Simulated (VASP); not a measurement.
A calculation with VASP 6.6.1 of As (ASE script, Cartesian positions):

File run.py:

```python
from ase.calculators.vasp import Vasp
from ase.dft.bandgap import bandgap
from ase.io import read

atoms = read('As.xyz')
calc = Vasp(
    directory='calc',
    xc='rpbe',
    pp='PBE',
    setups='minimal',
    prec='Accurate',
    encut=500,
    ediff=1e-06,
    ismear=0,
    sigma=0.05,
    lreal=False,
    lasph=True,
    nelm=100,
    algo='Fast',
    isif=2,
    lwave=False,
    lcharg=False,
    kpts=[9, 9, 9],
    gamma=True,
)
atoms.calc = calc

print('energy (eV):', atoms.get_potential_energy())
print('free energy (eV):', atoms.get_potential_energy(force_consistent=True))
print('forces (eV/A):')
print(atoms.get_forces())
print('stress (eV/A^3, Voigt):', atoms.get_stress())
print('Fermi level (eV):', calc.get_fermi_level())
gap, top, bottom = bandgap(calc)
print('band gap (eV):', gap, 'from (spin, k, band)', top, 'to', bottom)
```

As.xyz

```xyz
2
Lattice="1.8807968987 1.0858785957 3.5140619945 -1.8807968987 1.0858785957 3.5140619945 0.0000000000 -2.1717571915 3.5140619945" Properties=species:S:1:pos:R:3 pbc="T T T"
As     0.0000000000      0.0000000000      2.3825340323
As     0.0000000000     -0.0000000001      8.1596519512
```

Potentials or basis: VASP PAW PBE potentials, release 64 (As).

Command:

```sh
$ python run.py
```

Problem. Write the same calculation in another form: native input, structure from a POSCAR.

Solution. As run:

The input INCAR:

```
PREC     = Accurate       # precision mode
ENCUT    = 500            # plane-wave cutoff, eV
EDIFF    = 1E-6           # SCF threshold, eV
ISMEAR   = 0              # smearing method
SIGMA    = 0.05           # smearing width, eV
LREAL    = F              # projectors in reciprocal space
LASPH    = T              # aspherical terms in the spheres
NELM     = 100            # most SCF steps
ALGO     = Fast           # electronic algorithm
ISIF     = 2              # what is computed and relaxed
LWAVE    = F              # write WAVECAR
LCHARG   = T              # write CHGCAR
GGA      = RP             # functional
LELF     = T              # ELF
LVHAR    = T            
NBANDS   = 12             # bands
```

File KPOINTS:

```
Automatic mesh
0
Gamma
  9 9 9
```

The input POSCAR:

```
As
4.131
    0.455288525466      0.262860952723      0.850656498305
   -0.455288525466      0.262860952723      0.850656498305
    0.000000000000     -0.525721905471      0.850656498305
As
2
Direct
    0.2260000000      0.2260000000      0.2260000000
    0.7740000000      0.7740000000      0.7740000000
```

Potentials or basis: VASP PAW PBE potentials, release 64 (As).

The run is started by

```bash
$ cat potpaw_PBE.64/As/POTCAR > POTCAR
$ mpirun -np 1 vasp_std > vasp.out
```

Both were run:

|  | ASE script, Cartesian positions | native input, structure from a POSCAR |
| --- | --- | --- |
| Pressure | 5.7 GPa | 5.7 GPa |
| Largest force | 0.518 eV/Å | 0.518 eV/Å |
| Band gap on the k mesh | none (metal or under the smearing width) | none (metal or under the smearing width) |

Keys that steer only the numerical path or the files written may differ.

Caveat: the PAW data sets were made with another functional, which shifts forces and pressure a little.
